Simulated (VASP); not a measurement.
# CdSiP₂, band structure: which settings are enough?

CdSiP₂, I-42d (no. 122), 8 atoms in the cell. LDA, spin-orbit coupling; PAW potentials Cd, P, Si (LDA set). VASP 6.6.1.

Wanted: band energies at the path's corners within 0.02 eV; smallest gap over path and mesh within 0.01 eV.

What the run is for: bands; Accuracy asked: standard; Route: fixed density (ICHARG 11).

Band energies at the path's corners: counted from the valence top.

POSCAR:
```
CdSiP2
1.0
   -2.8436137418      2.8436137418      5.2485579018
    2.8436137418     -2.8436137418      5.2485579018
    2.8436137418      2.8436137418     -5.2485579018
Cd P Si
2 4 2
Direct
    0.0000000000      0.0000000000      0.0000000000
    0.7500000000      0.2500000000      0.5000000000
    0.5781283000      0.1250000000      0.9531283000
    0.3750000000      0.4218717000      0.5468717000
    0.1718717000      0.6250000000      0.0468717000
    0.8750000000      0.8281283000      0.4531283000
    0.2500000000      0.7500000000      0.5000000000
    0.5000000000      0.5000000000      0.0000000000
```

The series start from Plane-wave cutoff (eV): 320; k-point mesh: 5 × 5 × 5; k points a path segment: 12; Electronic threshold (eV): 1e-6; Precision mode (PREC): Accurate; Bands in all (NBANDS): 88. Each series keeps the choices made before it, and each single choice may use up half of a tolerance. Times cover all steps of a run.

## Plane-wave cutoff (eV)

| Plane-wave cutoff (eV) | Band energies at the path's corners, largest deviation (eV) | Smallest gap over path and mesh (eV) | Time (s) |
|---|---|---|---|
| 220 | 0.024 | 1.263 | 64 |
| 280 | 0.009 | 1.257 | 110 |
| 320 | 0.004 | 1.256 | 176 |
| 360 | 0.002 | 1.256 | 218 |
| 440 | 0.000 | 1.256 | 306 |
| 550 (reference) | 0.000 | 1.256 | 496 |

Chosen: 280, the loosest value from which every tighter one stays within half of the tolerance.

## k-point mesh

| k-point mesh | Band energies at the path's corners, largest deviation (eV) | Smallest gap over path and mesh (eV) | Time (s) |
|---|---|---|---|
| 2 × 2 × 2 | 0.018 | 1.240 | 76 |
| 3 × 3 × 3 | 0.004 | 1.254 | 79 |
| 4 × 4 × 4 | 0.000 | 1.257 | 101 |
| 5 × 5 × 5 | 0.000 | 1.257 | 110 |
| 6 × 6 × 6 | 0.000 | 1.258 | 129 |
| 7 × 7 × 7 (reference) | 0.000 | 1.258 | 146 |

Chosen: 3 × 3 × 3.

## Electronic threshold (eV)

| Electronic threshold (eV) | Band energies at the path's corners, largest deviation (eV) | Smallest gap over path and mesh (eV) | Time (s) |
|---|---|---|---|
| 0.001 | 0.005 | 1.249 | 35 |
| 0.0001 | 0.000 | 1.254 | 36 |
| 1e-5 | 0.000 | 1.254 | 41 |
| 1e-6 | 0.000 | 1.254 | 40 |
| 1e-7 (reference) | 0.000 | 1.254 | 46 |

Chosen: 0.0001.

## Precision mode (PREC)

| Precision mode (PREC) | Band energies at the path's corners, largest deviation (eV) | Smallest gap over path and mesh (eV) | Time (s) |
|---|---|---|---|
| SingleN | 0.000 | 1.254 | 22 |
| Normal | 0.000 | 1.254 | 23 |
| Accurate (reference) | 0.000 | 1.254 | 36 |

Chosen: SingleN.

## Bands in all (NBANDS)

| Bands in all (NBANDS) | Band energies at the path's corners, largest deviation (eV) | Smallest gap over path and mesh (eV) | Time (s) |
|---|---|---|---|
| 56 | 0.113 | 1.254 | 16 |
| 58 | 0.026 | 1.254 | 16 |
| 60 | 0.001 | 1.254 | 16 |
| 64 | 0.000 | 1.254 | 17 |
| 88 | 0.000 | 1.254 | 22 |
| 108 (reference) | 0.000 | 1.254 | 27 |

Chosen: 60.

Also changed on the way, by series that aren't shown: k points a path segment: 5.

The choices weren't compared together with a run at all the tightest settings, so their joint error isn't shown.

## The input

INCAR.step1:
```
ALGO = Normal ; EDIFF = 1E-4
EFERMI = MIDGAP ; ENCUT = 280
GGA = CA ; GGA_COMPAT = False
ISMEAR = 0 ; KPAR = 4
LASPH = True ; LCHARG = True
LORBIT = 11 ; LREAL = False
LSORBIT = True ; LWAVE = False
MAGMOM = 0 0 0 0 0 0 0 0 0 0 0 0 0 0 0 0 0 0 0 0 0 0 0 0 ; NBANDS = 60
NELM = 200 ; PREC = SingleN
SIGMA = 0.03
```

INCAR.step2, as INCAR.step1 but for:
```
- LCHARG = True
+ ICHARG = 11
+ LCHARG = False
```

KPOINTS.step1:
```
Automatic mesh
0
Gamma
  3 3 3
  0 0 0
```

KPOINTS.step2:
```
path GXYSGZS1NPY1Z,XP
5
line-mode
reciprocal
 0.0000000000  0.0000000000  0.0000000000  G
 0.0000000000  0.0000000000  0.5000000000  X

 0.0000000000  0.0000000000  0.5000000000  X
-0.1467679498  0.1467679498  0.5000000000  Y

-0.1467679498  0.1467679498  0.5000000000  Y
-0.3233839749  0.3233839749  0.3233839749  S

-0.3233839749  0.3233839749  0.3233839749  S
 0.0000000000  0.0000000000  0.0000000000  G

 0.0000000000  0.0000000000  0.0000000000  G
 0.5000000000  0.5000000000 -0.5000000000  Z

 0.5000000000  0.5000000000 -0.5000000000  Z
 0.3233839749  0.6766160251 -0.3233839749  S1

 0.3233839749  0.6766160251 -0.3233839749  S1
 0.0000000000  0.5000000000  0.0000000000  N

 0.0000000000  0.5000000000  0.0000000000  N
 0.2500000000  0.2500000000  0.2500000000  P

 0.2500000000  0.2500000000  0.2500000000  P
 0.5000000000  0.5000000000 -0.1467679498  Y1

 0.5000000000  0.5000000000 -0.1467679498  Y1
 0.5000000000  0.5000000000 -0.5000000000  Z

 0.0000000000  0.0000000000  0.5000000000  X
 0.2500000000  0.2500000000  0.2500000000  P
```

Commands (each step's output is kept before the next begins):
```
cat potpaw_LDA.64/Cd/POTCAR potpaw_LDA.64/P/POTCAR potpaw_LDA.64/Si/POTCAR > POTCAR
cp INCAR.step1 INCAR
cp KPOINTS.step1 KPOINTS
mpirun -np 8 vasp_ncl > vasp.out
cp INCAR.step2 INCAR
cp KPOINTS.step2 KPOINTS
mpirun -np 8 vasp_ncl > vasp.out
```

Limits: LDA gaps are mostly well below measured ones.

The chosen input took VASP 6.6.1 16 s on 8 cores (Intel Xeon 6975P-C (Granite Rapids)), a shared host.

## An input that fails: fixed density asked without a density file

VASP's message: ERROR: charge density could not be read from file CHGCAR for ICHARG>10.

Changes against the starting input:
```
- LCHARG = True
- NELM = 200
+ LCHARG = False
+ NELM = 79
+ ICHARG = 11
```
